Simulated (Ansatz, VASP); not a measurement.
**Two plane-wave programs on TiSi2**

```
CELL_PARAMETERS angstrom
-0.03557 4.02994 4.24805
2.36883 -0.02070 4.24805
2.33326 4.00924 0.00000
ATOMIC_POSITIONS crystal
Ti 0.74918 0.74918 0.75082
Ti 0.50082 0.50082 0.49918
Si 0.08657 0.41353 0.08582
Si 0.41353 0.08657 0.41409
Si 0.16343 0.83647 0.16418
Si 0.83647 0.16343 0.83591
```

Change from the starting cell: strain along c alone, the other axes held, atoms relaxed: -2.0 %.

Alike in both runs: functional PBEsol; k mesh 10 × 10 × 10; occupations gaussian, width 0.1 eV; no spin polarisation.

Ansatz relaxed the structure, and its values are those at the end. VASP's run is a single point on that final structure, the one shown.

|  | VASP | Ansatz |
| --- | --- | --- |
| version | VASP 6.6.1 | Ansatz 0.2.0 |
| potentials or method | VASP PAW PBE potentials, release 64 (Ti_sv, Si) | scalar-relativistic, plane waves, PAW |
| plane-wave cutoff (eV) | 520 | 420 |
| valence electrons in the cell | 40 | 40 |

|  | VASP | Ansatz | Ansatz less VASP |
| --- | --- | --- | --- |
| gap on the k mesh at the Fermi level (eV) | none | none | - |
| pressure (GPa) | 3.1 | 2.9 | -0.17 |
| rms of the force components (eV/Å) | 0.004 | 0.004 | 0.0000 |

A gap of «none» marks a metal or a gap that the smearing closes. Ansatz warned: «stress_scf_threshold_loose».

Caveats: the PAW data sets were made with another functional, which shifts forces and pressure a little (VASP).
